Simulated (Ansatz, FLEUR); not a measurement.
One calculation of AlNi, 3 ways

```xyz
2
Lattice="2.8810 0.0000 0.0000 0.0000 2.8810 0.0000 0.0000 0.0000 2.8810" Properties=species:S:1:pos:R:3 pbc="T T T"
Ni    1.4405    1.4405    1.4405
Al    0.0000    0.0000    0.0000
```

Alike in all runs: task band structure; functional RPBE; k mesh 9 × 9 × 9; occupations fermi-dirac, width 0.05 eV; collinear spin, ferromagnetic start; no spin-orbit coupling. Pressure is positive in compression and, in plane waves, holds the error of the finite cutoff, which Ansatz's Pulay term estimates and takes out.

| program and potentials | plane-wave cutoff (eV) | notes | pressure (GPa) | net moment per atom (μB) |
| --- | --- | --- | --- | --- |
| Ansatz, Ansatz PAW | 420 | potentials made for PBE, which Ansatz adapts in part; Pulay term of +0.07 GPa included | 5.82 | 0.00 |
| Ansatz, all-electron LAPW, scalar-relativistic | - | - | ? | ? |
| FLEUR, all-electron, FLAPW | - | - | - | 0.00 |

**Question.** Estimate from the other rows what the run with Ansatz, all-electron LAPW, scalar-relativistic gave.

**Answer.** Pressure 5.83 GPa; net moment per atom 0.00 μB. The other rows, which needn't bracket it: pressure 5.82; net moment per atom 0.00.
